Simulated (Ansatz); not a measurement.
Two G0W0 runs on HfS2 (layers cut from the bulk crystal).

The cell holds 6 atoms: 4 S and 2 Hf. Its edges and angles: a = 3.616 Å, b = 3.616 Å, c = 40.600 Å, α = 90.0°, β = 90.0°, γ = 120.0°. It derives from HfS2. Regions: layer 1, 3 atoms (2 S and 1 Hf); layer 2, 3 atoms (2 S and 1 Hf). Vacuum lies along c.

```xyz
6
Lattice="3.6161 0.0000 0.0000 -1.8080 3.1316 0.0000 0.0000 0.0000 40.6000" Properties=species:S:1:pos:R:3
S     0.0000    2.0877   15.9512
Hf    0.0000    0.0000   17.4067
S     1.8080    1.0439   18.8593
S     0.0000    2.0877   21.7407
Hf    0.0000    0.0000   23.1933
S     1.8080    1.0439   24.6488
```

The structure was relaxed with PBE-D3(BJ). The runs that relaxed it are not among those shown. Spin-orbit coupling is left out unless a run names it.

The first (Ansatz 0.2.0; start PBE, 6×6×1 mesh, 369 empty bands, screening to 50 eV, PAW set soft_1 files; 4 threads of Arm Neoverse V2, shared host) gave, on its mesh: starting gap 1.14 eV, G0W0 gap 2.05 eV, mean of 1 + 4πα/V (set by the cell height) 3.17, 2.3 min.

Q: The second changes empty bands from 369 to 154 and screening cutoff (eV) from 50.0 to 28. What does it give?

It gave: starting gap 1.14 eV, G0W0 gap 2.03 eV, mean of 1 + 4πα/V (set by the cell height) 3.19, 46 s. The G0W0 gap moves by −0.01 eV, +0.00 eV from the start and −0.01 eV from the correction. Σc changes by +0.26 eV at the valence top and +0.25 eV at the conduction bottom, and Σx − Vxc between them by +0.0001 eV.

Limits: not at the basis limit; coarse mesh for a sheet; no spin-orbit coupling.

[Paths, hosts, dates, memory and timing lines, banners, echoed tables and standing remarks are left out of the program output.]

[Logs are printed without paths, hosts, clocks, repeated set-up lines and the standing remarks that a program may print on its own settings, such as how far it seeks lower states.]

[Runs of the session that timed out or met a known fault of the program may be left out.]

[Cells called generated may have been cut or substituted from an entry of the Crystallography Open Database or the Materials Project.]

[Hosts, paths, dates, database ids (printed as entryN), source tags and the programs' standing remarks are cut or masked in the printed files.]
